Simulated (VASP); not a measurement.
# SiC (Imm2) in VASP: notebook

One crystal, SiC, is run at these levels: PBEsol; tasks: single point.

Everything below comes from runs of VASP 6.6.1. Logs are shortened: lines on timing, memory, paths and dates and some standing lists are left out, and cuts for length are marked.

## 1. Starting point

The structure is orthorhombic, space group Imm2 (No. 44). The conventional cell has a = 3.050 Å, b = 3.079 Å, c = 4.373 Å, α = 90.00°, β = 90.00°, γ = 90.00°. Si (site symmetry mm2) has 4 C at 1.88 to 1.89 Å as nearest neighbours. C (site symmetry mm2) is surrounded by 4 Si at 1.88 to 1.89 Å.

The cell was built by a generator and isn't the measured one.

## 2. Single point, PBEsol, non-collinear spin, zero start, spin-orbit coupling

Contents of INCAR:

```
SYSTEM = SiC
PREC = Accurate
ENCUT = 520
EDIFF = 1E-7
ISMEAR = 0
SIGMA = 0.01
LREAL = .FALSE.
LASPH = .TRUE.
NELM = 150
ALGO = Normal
ISIF = 2
LWAVE = .FALSE.
LCHARG = .FALSE.
MAGMOM = 0 0 0 0 0 0
LORBIT = 11
LSORBIT = .TRUE.
GGA_COMPAT = .FALSE.
LORBMOM = .TRUE.
GGA = PS
NBANDS = 20
```

Contents of KPOINTS:

```
regular mesh
0
G
  10 10 10
  0 0 0
```

Contents of POSCAR:

```
SiC
1.0
   -0.0102383534      2.1669114121      2.1865831700
    2.1669114121     -0.0102383534      2.1865831700
    2.1566730586      2.1566730586      0.0000000000
Si C
1 1
Direct
   -0.0004825142     -0.0004825142      0.0004825142
    0.2504825142      0.2504825142      0.2495174858
```

Potentials or basis: VASP PAW PBE potentials, release 64 (Si, C).

Run with:

```console
$ cat potpaw_PBE.64/Si/POTCAR potpaw_PBE.64/C/POTCAR > POTCAR
$ mpirun -np 1 vasp_ncl > vasp.out
```

OUTCAR:

```text
SYSTEM = SiC
   PREC = Accurate
   ENCUT = 520
   EDIFF = 1E-7
   ISMEAR = 0
   LREAL = .FALSE.
   LASPH = .TRUE.
   NELM = 150
   ISIF = 2
   LORBIT = 11
   LSORBIT = .TRUE.
   GGA = PS

 ion  position               nearest neighbor table
   1  1.000  1.000  0.000-   2 1.88   2 1.88   2 1.89   2 1.89
   2  0.250  0.250  0.250-   1 1.88   1 1.88   1 1.89   1 1.89

  LATTYP: Found a body centered orthorhombic cell.
 ALAT       =     3.0499962891
 B/A-ratio  =     1.0094945809
 C/A-ratio  =     1.4338267740

  Lattice vectors:

 A1 = (   0.0102383534,  -2.1669114121,  -2.1865831700)
 A2 = (  -0.0102383535,   2.1669114120,  -2.1865831700)
 A3 = (   2.1669114121,  -0.0102383534,   2.1865831700)

Analysis of symmetry for initial positions (statically):
=====================================================================
 Subroutine PRICEL returns:
 Original cell was already a primitive cell.

 Routine SETGRP: Setting up the symmetry group for a
 body centered orthorhombic supercell.

 Subroutine GETGRP returns: Found  4 space group operations
 (whereof  4 operations were pure point group operations)
 out of a pool of  8 trial point group operations.

The static configuration has the point symmetry C_2v.

Analysis of symmetry for dynamics (positions and initial velocities):
=====================================================================
 Subroutine PRICEL returns:
 Original cell was already a primitive cell.

 Routine SETGRP: Setting up the symmetry group for a
 body centered orthorhombic supercell.

 Subroutine GETGRP returns: Found  4 space group operations
 (whereof  4 operations were pure point group operations)
 out of a pool of  8 trial point group operations.

The dynamic configuration has the point symmetry C_2v.

Analysis of structural, dynamic, and magnetic symmetry:
=====================================================================
 Subroutine PRICEL returns:
 Original cell was already a primitive cell.

 Routine SETGRP: Setting up the symmetry group for a
 body centered orthorhombic supercell.

 Subroutine GETGRP returns: Found  4 space group operations
 (whereof  4 operations were pure point group operations)
 out of a pool of  8 trial point group operations.

The overall configuration has the point symmetry C_2v.

 Subroutine INISYM returns: Found  4 space group operations
 (whereof  4 operations are pure point group operations),
 and found     1 'primitive' translations

----------------------------------------------------------------------------------------

                                     Primitive cell

  volume of cell :      20.5338

  direct lattice vectors                    reciprocal lattice vectors
    -0.010238353  2.166911412  2.186583170    -0.229658064  0.229658064  0.228667268
     2.166911412 -0.010238353  2.186583170     0.229658064 -0.229658064  0.228667268
     2.156673059  2.156673059  0.000000000     0.231838571  0.231838571 -0.228667268

  length of vectors
     3.078433993  3.078433993  3.049996289     0.397208223  0.397208223  0.399733618

  position of ions in fractional coordinates (direct lattice)
     0.999517486  0.999517486  0.000482514
     0.250482514  0.250482514  0.249517486

  ion indices of the primitive-cell ions
   primitive index   ion index
                 1           1
                 2           2

----------------------------------------------------------------------------------------

 KPOINTS: regular mesh

Automatic generation of k-mesh.
 Grid dimensions read from file:
 generate k-points for:   10   10   10

 Generating k-lattice:

  Cartesian coordinates                     Fractional coordinates (reciprocal lattice)
    -0.022965806  0.022965806  0.022866727     0.100000000  0.000000000  0.000000000
[... 87 lines left out ...]
   IVDW    =     0    specifies the selected vdW correction
   LEPSILON=     F    determine dielectric tensor
   LRPA    =     F    only Hartree local field effects (RPA)
 Gauss-broadening in eV      SIGMA  =   0.01
  energy-cutoff  :      520.00
  volume of cell :       20.53
 maximum number of plane-waves:      1128
   NGX = 11   NGY = 11   NGZ = 11

 number of electron       8.0000000 magnetization       0.0000000      0.0000000      0.0000000

 number of electron       8.0000001 magnetization      -0.0000000      0.0000000     -0.0000000

 number of electron       8.0000001 magnetization       0.0000000     -0.0000000      0.0000000

 Free energy of the ion-electron system (eV)
  ---------------------------------------------------
  ext. energy  EPLUGINS =         0.00000000
  ---------------------------------------------------
  free energy    TOTEN  =       -15.91175232 eV

  energy without entropy =      -15.91175232  energy(sigma->0) =      -15.91175232

 E-fermi :   8.2770     XC(G=0): -11.5381

 val. band max:        8.2145806640   @ k =   0.0000   0.0000   0.0000
 cond. band min:       9.3426835128   @ k =   0.5000   0.0000   0.5000
 fundamental gap:      1.1281028488
 Fermi energy:         8.2770044386

 k-point     1 :       0.0000    0.0000    0.0000
  band No.  band energies     occupation
      1      -7.3416      1.00000
      2      -7.3416      1.00000
      3       8.0994      1.00000
      4       8.0994      1.00000
      5       8.1165      1.00000
      6       8.1165      1.00000
[... 541 lines left out ...]
     19      23.0758      0.00000
     20      23.0837      0.00000

 [... further k-points ...]
[... 5 lines left out ...]
  --------------------------------------------------------------------------------------
  -------------------------------------------------------------------------------------
  Total        0.3438668      0.3438668      0.0430909      0.3033099      0.0000000      0.0000000
  in kB       26.8307094     26.8307094      3.3622327     23.6662043      0.0000000      0.0000000
  external PRESSURE =      19.0078838 kB  Pullay stress =       0.0000000 kB

 VOLUME and BASIS-vectors are now :
 -----------------------------------------------------------------------------
  energy-cutoff  :      520.00
  volume of cell :       20.53
      direct lattice vectors                 reciprocal lattice vectors
    -0.010238353  2.166911412  2.186583170    -0.229658064  0.229658064  0.228667268
     2.166911412 -0.010238353  2.186583170     0.229658064 -0.229658064  0.228667268
     2.156673059  2.156673059  0.000000000     0.231838571  0.231838571 -0.228667268

 POSITION                                       TOTAL-FORCE (eV/Angst)
 -----------------------------------------------------------------------------------
      2.15667      2.15667      4.37106        -0.000000     -0.000000     -0.002150
      1.07834      1.07834      1.09540         0.000000      0.000000      0.002150
 -----------------------------------------------------------------------------------
    total drift:                                0.000000      0.000000     -0.000010

  FREE ENERGIE OF THE ION-ELECTRON SYSTEM (eV)
  ---------------------------------------------------
  free  energy   TOTEN  =       -15.9117523155 eV

  energy  without entropy=      -15.9117523155  energy(sigma->0) =      -15.91175232

 orbital moment (x)

 # of ion     p       tot
 --------------------------------
  1         0.000   0.000
  2         0.000   0.000
 --------------------------------
            0.000   0.000

 orbital moment (y)

 # of ion     p       tot
 --------------------------------
  1        -0.000  -0.000
  2         0.000   0.000
 --------------------------------
           -0.000  -0.000

 orbital moment (z)

 # of ion     p       tot
 --------------------------------
  1         0.000   0.000
  2         0.000   0.000
 --------------------------------
            0.000   0.000

 Spin-Orbit-Coupling matrix elements

 Ion:    1  E_soc:     -0.0002733
 l=   1
     0.0000000    -0.0000455    -0.0000455
    -0.0000455     0.0000000    -0.0000455
    -0.0000455    -0.0000455     0.0000000
 l=   2
     0.0000000     0.0000000     0.0000000     0.0000000     0.0000000
     0.0000000     0.0000000     0.0000000     0.0000000     0.0000000
     0.0000000     0.0000000     0.0000000     0.0000000     0.0000000
     0.0000000     0.0000000     0.0000000     0.0000000     0.0000000
     0.0000000     0.0000000     0.0000000     0.0000000     0.0000000
 l=   3
     0.0000000     0.0000000     0.0000000     0.0000000     0.0000000     0.0000000     0.0000000
     0.0000000     0.0000000     0.0000000     0.0000000     0.0000000     0.0000000     0.0000000
     0.0000000     0.0000000     0.0000000     0.0000000     0.0000000     0.0000000     0.0000000
     0.0000000     0.0000000     0.0000000     0.0000000     0.0000000     0.0000000     0.0000000
     0.0000000     0.0000000     0.0000000     0.0000000     0.0000000     0.0000000     0.0000000
     0.0000000     0.0000000     0.0000000     0.0000000     0.0000000     0.0000000     0.0000000
     0.0000000     0.0000000     0.0000000     0.0000000     0.0000000     0.0000000     0.0000000

 Ion:    2  E_soc:     -0.0000177
 l=   1
     0.0000000    -0.0000029    -0.0000030
    -0.0000029     0.0000000    -0.0000029
    -0.0000030    -0.0000029     0.0000000
 l=   2
     0.0000000     0.0000000     0.0000000     0.0000000     0.0000000
     0.0000000     0.0000000     0.0000000     0.0000000     0.0000000
     0.0000000     0.0000000     0.0000000     0.0000000     0.0000000
     0.0000000     0.0000000     0.0000000     0.0000000     0.0000000
     0.0000000     0.0000000     0.0000000     0.0000000     0.0000000
 l=   3
     0.0000000     0.0000000     0.0000000     0.0000000     0.0000000     0.0000000     0.0000000
     0.0000000     0.0000000     0.0000000     0.0000000     0.0000000     0.0000000     0.0000000
     0.0000000     0.0000000     0.0000000     0.0000000     0.0000000     0.0000000     0.0000000
     0.0000000     0.0000000     0.0000000     0.0000000     0.0000000     0.0000000     0.0000000
     0.0000000     0.0000000     0.0000000     0.0000000     0.0000000     0.0000000     0.0000000
     0.0000000     0.0000000     0.0000000     0.0000000     0.0000000     0.0000000     0.0000000
     0.0000000     0.0000000     0.0000000     0.0000000     0.0000000     0.0000000     0.0000000

 total charge

# of ion       s       p       d       tot
------------------------------------------
    1        0.709   0.979   0.000   1.688
    2        0.834   1.707   0.000   2.540
--------------------------------------------------
tot          1.543   2.685   0.000   4.228

 magnetization (x)

# of ion       s       p       d       tot
------------------------------------------
    1       -0.000   0.000   0.000  -0.000
    2        0.000   0.000   0.000   0.000
--------------------------------------------------
tot         -0.000   0.000   0.000  -0.000

 magnetization (y)

# of ion       s       p       d       tot
------------------------------------------
    1        0.000  -0.000   0.000  -0.000
    2        0.000   0.000   0.000   0.000
--------------------------------------------------
tot          0.000  -0.000   0.000  -0.000

 magnetization (z)

# of ion       s       p       d       tot
------------------------------------------
    1        0.000   0.000   0.000   0.000
    2        0.000   0.000   0.000   0.000
--------------------------------------------------
tot          0.000   0.000   0.000   0.000
```

Wall time 2.8 min (1 thread of Intel Xeon Platinum 8259CL at 2.50GHz (Skylake/Cascade Lake), shared host); peak memory 0.31 GiB.

What came out:

```
Free energy                                           : -15.9118 eV
Pressure                                              : 1.9 GPa
Net moment                                            : 0.00 μB per cell
Valence electrons inside the program's atomic spheres : Si 1.69; C 2.54
```

Forces in eV/Å, atoms in the order of the input:
```
Si   0.000  0.000 -0.002
C    0.000  0.000  0.002
```

Stress tensor (GPa, compression positive):
```
2.68 2.37 0.00
2.37 2.68 0.00
0.00 0.00 0.34
```

Moments on the atoms (μB; x, y, z):
```
Si  0.00 0.00 0.00
C   0.00 0.00 0.00
```

Caveat: the PAW data sets were made with another functional, which shifts forces and pressure a little.

## 3. Single point, PBEsol, non-collinear spin, zero start, spin-orbit coupling

Contents of INCAR:

```
SYSTEM = SiC
PREC = Accurate
ENCUT = 520
EDIFF = 1E-6
ISMEAR = 0
SIGMA = 0.01
LREAL = .False.
LASPH = .True.
NELM = 150
ALGO = Normal
ISIF = 2
LWAVE = .False.
LCHARG = .False.
LNONCOLLINEAR = .True.
MAGMOM = 0 0 0 0 0 0
LORBIT = 11
LSORBIT = .True.
GGA_COMPAT = .False.
LORBMOM = .True.
GGA = PS
NBANDS = 20
```

Contents of KPOINTS:

```
Automatic mesh
0
Gamma
  10 10 10
  0 0 0
```

POSCAR is that of step 2.

Potentials or basis: VASP PAW PBE potentials, release 64 (Si, C).

Run with:

```console
$ cat potpaw_PBE.64/Si/POTCAR potpaw_PBE.64/C/POTCAR > POTCAR
$ mpirun -np 1 vasp_ncl > vasp.out
```

OUTCAR:

```text
SYSTEM = SiC
   PREC = Accurate
   ENCUT = 520
   EDIFF = 1E-6
   ISMEAR = 0
   LREAL = .False.
   LASPH = .True.
   NELM = 150
   ISIF = 2
   LNONCOLLINEAR = .True.
   LORBIT = 11
   LSORBIT = .True.
   GGA = PS

 ion  position               nearest neighbor table
   1  1.000  1.000  0.000-   2 1.88   2 1.88   2 1.89   2 1.89
   2  0.250  0.250  0.250-   1 1.88   1 1.88   1 1.89   1 1.89

  LATTYP: Found a body centered orthorhombic cell.
 ALAT       =     3.0499962891
 B/A-ratio  =     1.0094945809
 C/A-ratio  =     1.4338267740

  Lattice vectors:

 A1 = (   0.0102383534,  -2.1669114121,  -2.1865831700)
 A2 = (  -0.0102383535,   2.1669114120,  -2.1865831700)
 A3 = (   2.1669114121,  -0.0102383534,   2.1865831700)

Analysis of symmetry for initial positions (statically):
=====================================================================
 Subroutine PRICEL returns:
 Original cell was already a primitive cell.

 Routine SETGRP: Setting up the symmetry group for a
 body centered orthorhombic supercell.

 Subroutine GETGRP returns: Found  4 space group operations
 (whereof  4 operations were pure point group operations)
 out of a pool of  8 trial point group operations.

The static configuration has the point symmetry C_2v.

Analysis of symmetry for dynamics (positions and initial velocities):
=====================================================================
 Subroutine PRICEL returns:
 Original cell was already a primitive cell.

 Routine SETGRP: Setting up the symmetry group for a
 body centered orthorhombic supercell.

 Subroutine GETGRP returns: Found  4 space group operations
 (whereof  4 operations were pure point group operations)
 out of a pool of  8 trial point group operations.

The dynamic configuration has the point symmetry C_2v.

Analysis of structural, dynamic, and magnetic symmetry:
=====================================================================
 Subroutine PRICEL returns:
[... 759 lines left out ...]
  2         0.000   0.000
 --------------------------------
            0.000   0.000

 orbital moment (y)

 # of ion     p       tot
 --------------------------------
  1         0.000   0.000
  2         0.000   0.000
 --------------------------------
            0.000   0.000

 orbital moment (z)

 # of ion     p       tot
 --------------------------------
  1         0.000   0.000
  2         0.000   0.000
 --------------------------------
            0.000   0.000

 Spin-Orbit-Coupling matrix elements

 Ion:    1  E_soc:     -0.0002733
 l=   1
     0.0000000    -0.0000455    -0.0000455
    -0.0000455     0.0000000    -0.0000455
    -0.0000455    -0.0000455     0.0000000
 l=   2
     0.0000000     0.0000000     0.0000000     0.0000000     0.0000000
     0.0000000     0.0000000     0.0000000     0.0000000     0.0000000
     0.0000000     0.0000000     0.0000000     0.0000000     0.0000000
     0.0000000     0.0000000     0.0000000     0.0000000     0.0000000
     0.0000000     0.0000000     0.0000000     0.0000000     0.0000000
 l=   3
     0.0000000     0.0000000     0.0000000     0.0000000     0.0000000     0.0000000     0.0000000
     0.0000000     0.0000000     0.0000000     0.0000000     0.0000000     0.0000000     0.0000000
     0.0000000     0.0000000     0.0000000     0.0000000     0.0000000     0.0000000     0.0000000
     0.0000000     0.0000000     0.0000000     0.0000000     0.0000000     0.0000000     0.0000000
     0.0000000     0.0000000     0.0000000     0.0000000     0.0000000     0.0000000     0.0000000
     0.0000000     0.0000000     0.0000000     0.0000000     0.0000000     0.0000000     0.0000000
     0.0000000     0.0000000     0.0000000     0.0000000     0.0000000     0.0000000     0.0000000

 Ion:    2  E_soc:     -0.0000177
 l=   1
     0.0000000    -0.0000029    -0.0000030
    -0.0000029     0.0000000    -0.0000029
    -0.0000030    -0.0000029     0.0000000
 l=   2
     0.0000000     0.0000000     0.0000000     0.0000000     0.0000000
     0.0000000     0.0000000     0.0000000     0.0000000     0.0000000
     0.0000000     0.0000000     0.0000000     0.0000000     0.0000000
     0.0000000     0.0000000     0.0000000     0.0000000     0.0000000
     0.0000000     0.0000000     0.0000000     0.0000000     0.0000000
 l=   3
     0.0000000     0.0000000     0.0000000     0.0000000     0.0000000     0.0000000     0.0000000
     0.0000000     0.0000000     0.0000000     0.0000000     0.0000000     0.0000000     0.0000000
     0.0000000     0.0000000     0.0000000     0.0000000     0.0000000     0.0000000     0.0000000
     0.0000000     0.0000000     0.0000000     0.0000000     0.0000000     0.0000000     0.0000000
     0.0000000     0.0000000     0.0000000     0.0000000     0.0000000     0.0000000     0.0000000
     0.0000000     0.0000000     0.0000000     0.0000000     0.0000000     0.0000000     0.0000000
     0.0000000     0.0000000     0.0000000     0.0000000     0.0000000     0.0000000     0.0000000

 total charge

# of ion       s       p       d       tot
------------------------------------------
    1        0.709   0.979   0.000   1.688
    2        0.834   1.707   0.000   2.540
--------------------------------------------------
tot          1.543   2.685   0.000   4.228

 magnetization (x)

# of ion       s       p       d       tot
------------------------------------------
    1        0.000   0.000   0.000   0.000
    2        0.000   0.000   0.000   0.000
--------------------------------------------------
tot          0.000   0.000   0.000   0.000

 magnetization (y)

# of ion       s       p       d       tot
------------------------------------------
    1       -0.000  -0.000   0.000  -0.000
    2        0.000   0.000   0.000   0.000
--------------------------------------------------
tot          0.000  -0.000   0.000  -0.000

 magnetization (z)

# of ion       s       p       d       tot
------------------------------------------
    1        0.000   0.000   0.000   0.000
    2        0.000   0.000   0.000   0.000
--------------------------------------------------
tot          0.000   0.000   0.000   0.000
```

stdout:

```text
POSCAR found type information on POSCAR SiC
 POSCAR found :  2 types and       2 ions
 scaLAPACK will be used
 -----------------------------------------------------------------------------
|                                                                             |
|                                                                             |
|     You enforced a specific xc type in the INCAR file but a different       |
|     I HOPE YOU KNOW WHAT YOU ARE DOING!                                     |
|                                                                             |
 -----------------------------------------------------------------------------

 LDA part: xc-table for (Slater+PW92), standard interpolation
 POSCAR, INCAR and KPOINTS ok, starting setup
 FFT: planning ... GRIDC
 FFT: planning ... GRID_SOFT
 FFT: planning ... GRID
 WAVECAR not read
 entering main loop
```

It took 2.5 min on 1 thread of Intel Xeon Platinum 8259CL at 2.50GHz (Skylake/Cascade Lake), shared host; peak memory 0.31 GiB.

Results:

```yaml
Free_energy: -15.9118 eV
Pressure: 1.9 GPa
Net_moment: 0.00 μB per cell
Valence_electrons_inside_the_program's_atomic_spheres: Si 1.69; C 2.54
```

Forces on the atoms (eV/Å):
```
Si   0.000  0.000 -0.002
C    0.000  0.000  0.002
```

Stress tensor (GPa, compression positive):
```
2.70 2.36 0.00
2.36 2.70 0.00
0.00 0.00 0.35
```

Moments on the atoms (μB; x, y, z):
```
Si  0.00 0.00 0.00
C   0.00 0.00 0.00
```

Caveat: the PAW data sets were made with another functional, which shifts forces and pressure a little.
